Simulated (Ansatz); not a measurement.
(001) slab cut from the bulk of C, 15 Å of vacuum:

```
C
1.0
     2.45896    0.00000    0.00000
    -1.22948    2.12952    0.00000
     0.00000    0.00000   59.61352
C
8
Direct
  0.00000 0.00000 0.12581
  0.66667 0.33333 0.12581
  0.00000 0.00000 0.46973
  0.33333 0.66667 0.46973
  0.00000 0.00000 0.53027
  0.66667 0.33333 0.53027
  0.33333 0.66667 0.87419
  0.00000 0.00000 0.87419
```

The calculation used Ansatz 0.2.0, DFT PBEsol, scalar-relativistic, plane waves, PAW. Cutoff 420 eV; k points 15×15×1 on the computed 8-atom cell (Γ-centred); Gaussian smearing, width 0.10 eV; no spin polarisation. The cell repeats along c with a dipole correction in the vacuum.

This base run converges in 8 iterations with a largest force of 0.004 eV/Å and a work function of 4.31 eV on the top face.

One setting at a time is then changed, some of them on purpose to poor values; changes count from the base run, energies are extrapolated to zero smearing, γ keeps the base's bulk energy, atoms stay where they are, and risky runs are capped at 50 to 100 iterations.

(1) What happens with field of 0.1 V/Å along c?

(2) What happens with cutoff 550 eV?

(3) What happens with occupations cold 0.2 eV?

(4) What happens with occupations fermi-dirac 0.025 eV?

(5) What happens with vacuum of 7 Å?

Answers

(1) It converges in 8 iterations; ΔE (meV/atom) -0.7, largest force (eV/Å) 0.004, largest change of a force (eV/Å) 0.000.

(2) It converges in 7 iterations; ΔE (meV/atom) -3.0, Δφ top (eV) 0.00, largest force (eV/Å) 0.004, largest change of a force (eV/Å) 0.000.

(3) It converges in 7 iterations; ΔE (meV/atom) -0.1, Δγ (J/m²) -0.001, Δφ top (eV) -0.03, largest force (eV/Å) 0.004, largest change of a force (eV/Å) 0.000.

(4) It converges in 8 iterations; ΔE (meV/atom) +0.1, Δγ (J/m²) +0.001, Δφ top (eV) 0.00, largest force (eV/Å) 0.004, largest change of a force (eV/Å) 0.000.

(5) It converges in 7 iterations; ΔE (meV/atom) 0.0, Δγ (J/m²) 0.000, Δφ top (eV) 0.00, largest force (eV/Å) 0.004, largest change of a force (eV/Å) 0.000.

The reference crystal is a form of C, which isn't its usual structure.

Cost: 8 runs of about 1.4 core-minutes in all, on Intel Xeon Platinum 8559C (Emerald Rapids) (shared hosts).